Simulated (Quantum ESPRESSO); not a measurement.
A calculation with Quantum ESPRESSO 7.5 of YN (native input, structure typed inline):

File pw.in:

```
&CONTROL
  calculation = 'scf'
  prefix = 'pwscf'
  outdir = './tmp'
  pseudo_dir = './pseudo'
  tprnfor = .true.
  tstress = .true.
  disk_io = 'nowf'
/
&SYSTEM
  ibrav = 0
  nat = 2
  ntyp = 2
  ecutwfc = 60
  ecutrho = 480
  nbnd = 14
  occupations = 'smearing'
  smearing = 'fd'
  degauss = 0.00367493
/
&ELECTRONS
  conv_thr = 4d-10
  electron_maxstep = 120
  mixing_beta = 0.5
/
ATOMIC_SPECIES
Y     88.9058 Y_pbe_v1.uspp.F.UPF
N     14.0070 N.pbe-n-radius_5.UPF
CELL_PARAMETERS angstrom
   0.0000000000    2.4385000000    2.4385000000
   2.4385000000    0.0000000000    2.4385000000
   2.4385000000    2.4385000000    0.0000000000
ATOMIC_POSITIONS crystal
Y      0.0000000000    0.0000000000    0.0000000000
N      0.5000000000    0.5000000000    0.5000000000
K_POINTS automatic
9 9 9 0 0 0
```

Potentials or basis: SSSP 1.3 efficiency PBE.

The run is started by

```console
$ OMP_NUM_THREADS=1 pw.x -in pw.in > pw.out
```

Write the same calculation in another form: ASE script, structure typed inline.

As run:

The input run.py:

```python
import numpy as np
from ase.calculators.espresso import Espresso, EspressoProfile
from ase import Atoms

atoms = Atoms(['Y', 'N'],
              cell=[[0.0, 2.4385, 2.4385], [2.4385, 0.0, 2.4385], [2.4385, 2.4385, 0.0]],
              scaled_positions=[[0.0, 0.0, 0.0], [0.5, 0.5, 0.5]],
              pbc=True)

input_data = {
    'control': {'calculation': 'scf', 'prefix': 'pwscf', 'outdir': './tmp', 'tprnfor': True, 'tstress': True, 'disk_io': 'nowf'},
    'system': {'ecutwfc': 60.0, 'ecutrho': 480.0, 'nbnd': 14, 'occupations': 'smearing', 'smearing': 'fd', 'degauss': 0.00367493},
    'electrons': {'conv_thr': 4e-10, 'electron_maxstep': 120, 'mixing_beta': 0.5},
}
pseudopotentials = {'Y': 'Y_pbe_v1.uspp.F.UPF', 'N': 'N.pbe-n-radius_5.UPF'}
profile = EspressoProfile(command='pw.x', pseudo_dir='pseudo')
atoms.calc = Espresso(profile=profile, input_data=input_data, pseudopotentials=pseudopotentials, kpts=(9, 9, 9), koffset=(0, 0, 0))

print(f'energy {atoms.get_potential_energy():.8f} eV')
print('forces (eV/A)')
print(np.round(atoms.get_forces(), 6))
print('stress (eV/A^3, Voigt)')
print(np.round(atoms.get_stress(), 8))
print(f'Fermi level {atoms.calc.get_fermi_level():.4f} eV')
```

Potentials or basis: SSSP 1.3 efficiency PBE.

Command:

```bash
$ OMP_NUM_THREADS=1 python run.py
```

Both were run:

|  | native input, structure typed inline | ASE script, structure typed inline |
| --- | --- | --- |
| Pressure | 2.6 GPa | 2.6 GPa |
| Band gap on the k mesh | 0.24 eV, indirect (least direct gap 0.64 eV) | 0.24 eV, indirect (least direct gap 0.64 eV) |

Keys that steer only the numerical path or the files written may differ.

Caveat: an odd mesh through Γ misses points on the zone boundary, where band edges often lie.
